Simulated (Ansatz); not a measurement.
A (011) slab of Al3Ni2 (P-3m1 (No. 164)), 19 planes, outer planes Ni (top) and Ni (bottom), with 19 atoms (Al11Ni8) in a surface cell of A = 23.896 Å², as cut from the bulk:

```xyz
19
Lattice="4.0031 0.0000 0.0000 -2.0016 5.9694 0.0000 0.0000 0.0000 25.2291" Properties=species:S:1:pos:R:3 pbc="T T T"
Ni    0.0000    4.7223    7.5000
Al    2.0016    3.2337    7.8575
Al    2.0016    0.7222    8.9049
Ni    2.0016    5.2029    9.2624
Al    0.0000    3.9559    9.7923
Ni    2.0016    2.7089   10.3222
Al    0.0000    1.2203   10.6798
Al    2.0016    4.6781   11.7271
Ni    0.0000    3.1895   12.0846
Al    2.0016    1.9425   12.6145
Ni    0.0000    0.6955   13.1445
Al    0.0000    5.1762   13.5020
Al    0.0000    2.6647   14.5493
Ni    2.0016    1.1761   14.9069
Al    2.0016    5.8984   15.4368
Ni    0.0000    4.6514   15.9667
Al    2.0016    3.1628   16.3242
Al    2.0016    0.6513   17.3716
Ni    2.0016    5.1320   17.7291
```

The calculation used Ansatz 0.2.0, DFT PBEsol, scalar-relativistic, plane waves, PAW. Plane waves to 420 eV, a k mesh through Γ of 9×6×1 on the computed 19-atom cell and Gaussian smearing (0.10 eV); no spin polarisation. The cell repeats along c with a dipole correction in the vacuum.

The relaxed slab holds 3.67 formula units of Al3Ni2 and 0.67 further Ni. Against those formula units in the bulk and the further Ni in its standard state it lies 7.218 eV higher. The formation energy of Al3Ni2 from the standard states is -3.097 eV a formula unit (uncorrected, no zero-point or thermal terms).

(1) Over what range can the chemical potential of Ni vary, and what is the surface energy at both ends?

(2) How does its energy depend on growth conditions?

The slab was run without spin polarisation; whether its Ni atoms carry moments at the surface wasn't tested.

Results:

(1) In contact with the bulk, 2μ(Ni) + 3μ(Al) is fixed. With Δμ counted from the standard states, Δμ(Ni) ≤ 0 keeps elemental Ni from forming, and Δμ(Al) ≤ 0 requires Δμ(Ni) ≥ ΔH/2 = -1.548 eV. Other compounds of Ni and Al can narrow this range. Then γ, the mean of both faces, = [7.218 eV − 0.67·Δμ(Ni)]/(2A). At the Ni-rich end (Δμ = 0): 7.218/(2 × 23.896) × 16.02 = 2.42 J/m². At the Ni-poor end: (7.218 + 1.032)/(2 × 23.896) × 16.02 = 2.77 J/m².

(2) It carries an excess of Ni, so its energy falls by 0.22 J/m² for each eV that μ(Ni) rises: Ni-rich conditions lower it; whether it appears depends on the other terminations.